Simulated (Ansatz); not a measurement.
# Ga2O: the cost of one run

Program: Ansatz 0.2.0. Level of theory: DFT PBE, scalar-relativistic, plane waves, PAW, unless a step names another level. These are calculated values, not measurements.

12 further runs of the same task are left out: 1 that didn't finish, 11 set aside as unsound or not needed.

**1. The formula and the candidates**

Pauling electronegativities: Ga 1.81, O 3.44 (spread 1.63). The formula balances with common oxidation states: Ga +1, O -2. Tabulated atomic sizes suggest about 15 Å³/atom. 26 candidates were drawn, by swapping species into database cells of other compounds, at random by space group and Wyckoff sites, or by hand, as the table says:

```csv
name,made from,space group no.,Wyckoff sites,atoms (primitive cell),V (Å³/atom)
c01,random,194,Ga 4f; O 2b,6,18.0
c02,random,99,"Ga 1b, 1b; O 1a",3,17.9
c03,random,12,"Ga 4f, 2a, 2c; O 4h",6,16.3
c04,random,41,Ga 8b; O 4a,6,15.9
c05,random,71,"Ga 8m; O 2c, 2d",6,15.1
c06,random,166,Ga 6c; O 3b,3,15.7
c07,database cell of BaGa2,183,Ga 2b; O 1a,3,18.4
c08,random,65,Ga 4j; O 2d,3,16.6
c09,database cell of CeSi2,141,Ga 8e; O 4a,6,15.1
c10,database cell of Ti2Rh,139,Ga 4e; O 2a,3,16.7
c11,database cell of Te2W,187,Ga 2h; O 1a,3,20.5
c12,random,38,Ga 4e; O 2a,3,16.0
c13,database cell of MoSe2,160,"Ga 3a, 3a; O 3a",3,12.5
c14,random,47,Ga 2o; O 1e,3,18.2
c15,random,191,Ga 2e; O 1a,3,16.1
c16,database cell of NdCo2,141,Ga 8d; O 4a,6,15.2
c17,random,166,"Ga 6c, 3b, 3a; O 6c",6,18.3
c18,random,2,Ga 2i; O 1a,3,17.7
c19,database cell of Cu2S,12,"Ga 2d, 4f, 2b; O 4i",6,20.5
c20,random,69,"Ga 8e, 8i; O 8f",6,16.7
c21,database cell of DyHg2,191,Ga 2d; O 1a,3,13.7
c22,database cell of Ca2As,139,"Ga 4c, 4e; O 4e",6,17.8
c23,random,191,Ga 2d; O 1b,3,18.9
c24,database cell of MgPb2,63,Ga 8g; O 4c,6,17.0
c25,random,71,Ga 4j; O 2d,3,15.7
c26,database cell of Ag2F,164,Ga 2d; O 1a,3,12.8
```

**2. Screening run of c01**

input.yaml reads:

```yaml
crystal:
  lattice:
    - [4.05141896, 0.0, 0.0]
    - [-2.02570948, 3.50863174, 0.0]
    - [0.0, 0.0, 7.58232299]
  atoms:
    - { symbol: Ga, position: [0.33333333, 0.66666667, 0.53643514] }
    - { symbol: Ga, position: [0.66666667, 0.33333333, 0.03643514] }
    - { symbol: Ga, position: [0.66666667, 0.33333333, 0.46356486] }
    - { symbol: Ga, position: [0.33333333, 0.66666667, 0.96356486] }
    - { symbol: O, position: [0.0, 0.0, 0.25] }
    - { symbol: O, position: [0.0, 0.0, 0.75] }
basis:
  ecutwfc: 420
kpoints:
  mp_grid: { grid: [3, 3, 2] }
hamiltonian:
  xc: pbe
scf:
  occupations: { method: gaussian, width: 0.15 }
  lower_state_search: "off"
output:
  forces: true
  stress: true
  eigenvalues: true
relax:
  adjacent_minimum: "off"
  f_tol: 0.08
  max_steps: 16
  cell: { stress_tol: 0.8 }
```

Started as:

```sh
> ansatz run input.yaml --threads 1 --pin off --max-ram 2560MiB --backend cpu --events-out ev --progress --plain --runs-dir out
```

What time and memory should one allow on 1 thread of AMD EPYC 9R45 (Zen 5), shared host?

About 13 s, with a peak of 0.41 GiB.
